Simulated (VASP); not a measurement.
Write the native input for VASP 6.6.1 that does the following.

```yaml
Task: relaxation of the atoms
Functional: LDA
Potentials_or_basis: VASP PAW LDA potentials, release 64 (B, N)
Cutoff: 600 eV
k_mesh: 14 × 14 × 14
Occupations: gaussian, width 0.03 eV
Spin: no spin polarisation
Further_INCAR_settings: ALGO = Fast; EDIFF = 1e-07; IBRION = 2; EDIFFG = -0.01; NSW = 40
```

The structure of BN (Qingsongite) lies in POSCAR:

```
BN                                      
1.0
    0.0000000000      1.8149384689      1.8149384689
    1.8149384689      0.0000000000      1.8149384689
    1.8149384689      1.8149384689      0.0000000000
  B               N             
     1     1
Direct
     0.0000000000000000    0.0000000000000000    0.0000000000000000
     0.2500000000000000    0.2500000000000000    0.2500000000000000
```

The cell isn't the ideal one: a relaxed cell with its volume scaled by 1.04.

One way to write it, as run:

INCAR

```
SYSTEM = BN
ALGO     = Fast           ! electronic algorithm
EDIFF    = 1E-7           ! SCF threshold, eV
EDIFFG   = -0.01          ! ionic threshold
ENCUT    = 600            ! plane-wave cutoff, eV
GGA      = CA             ! functional
IBRION   = 2              ! ionic algorithm
ISIF     = 2              ! what is computed and relaxed
ISMEAR   = 0              ! smearing method
LASPH    = .True.         ! aspherical terms in the spheres
LCHARG   = .False.        ! write CHGCAR
LREAL    = .False.        ! projectors in reciprocal space
LWAVE    = .False.        ! write WAVECAR
NELM     = 80             ! most SCF steps
NSW      = 40             ! ionic steps
PREC     = Accurate       ! precision mode
SIGMA    = 0.03           ! smearing width, eV
```

KPOINTS

```
k-points
0
Gamma
  14 14 14
  0 0 0
```

Potentials or basis: VASP PAW LDA potentials, release 64 (B, N).

Run with:

```sh
$ cat potpaw_LDA.64/B/POTCAR potpaw_LDA.64/N/POTCAR > POTCAR
$ mpirun -np 1 vasp_std > vasp.out
```

Results of the run:

- Pressure after relaxing: -14.7 GPa
- Band gap on the k mesh: 4.33 eV, indirect (least direct gap 8.63 eV)

Caveat: the relaxation stopped at its first step, so nothing moved.

It took 8.9 s on 1 thread of Intel(R) Xeon(R) Platinum 8488C (Sapphire Rapids) (shared host), peak memory 0.12 GiB.
